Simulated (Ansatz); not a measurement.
# MoS2: the cost of one run

Computed with Ansatz 0.2.0 (DFT LDA, frozen-core PAW, scalar-relativistic unless said, unless a step's input says otherwise).

1 further run of the same task is left out (it didn't finish).

## Step 1: Starting point

The structure is trigonal, space group R3m (No. 160). The conventional cell has a = 3.160 Å, b = 3.160 Å, c = 18.450 Å, α = 90.00°, β = 90.00°, γ = 120.00°. Mo (site symmetry 3m) is surrounded by 6 S at 2.39 Å. S (site symmetry 3m) is surrounded by 3 Mo at 2.39 Å.

As a file:

```xyz
3
Lattice="1.5800 0.9122 6.1500 -1.5800 0.9122 6.1500 0.0000 -1.8244 6.1500" Properties=species:S:1:pos:R:3 pbc="T T T"
Mo    0.0000    0.0000    0.0000
S     0.0000    0.0000    4.6125
S     0.0000    0.0000    7.6936
```

Cartesian axes are those of the input's lattice vectors. The structure goes back to a database entry.

## Step 2: Cell and atoms relaxed, PAW

input.yaml reads:

```yaml
crystal:
  lattice:
    - [1.57999999999, 0.91221342531, 6.15]
    - [-1.57999999999, 0.91221342531, 6.15]
    - [0.0, -1.82442685062, 6.15]
  atoms:
    - { symbol: Mo, position: [0.0, 0.0, 0.0] }
    - { symbol: S, position: [0.25, 0.25, 0.25] }
    - { symbol: S, position: [0.417, 0.417, 0.417] }
kpoints:
  mp_grid: { grid: [12, 12, 12] }
scf:
  occupations: { method: fermi_dirac, width: 0.1 }
hamiltonian:
  xc: lda
  pseudopotentials: { kind: paw }
relax:
  f_tol: 0.002
  max_steps: 80
  cell: {}
output:
  forces: true
  stress: true
```

Launch:

```bash
$ ansatz run input.yaml --threads 2 --pin off --max-ram 6144MiB --backend cpu --events-out ev --progress --plain --runs-dir out
```

Q: Estimate wall time and peak memory on 2 threads of Arm Neoverse V2, shared host.

About 44 s, with a peak of 0.47 GiB.
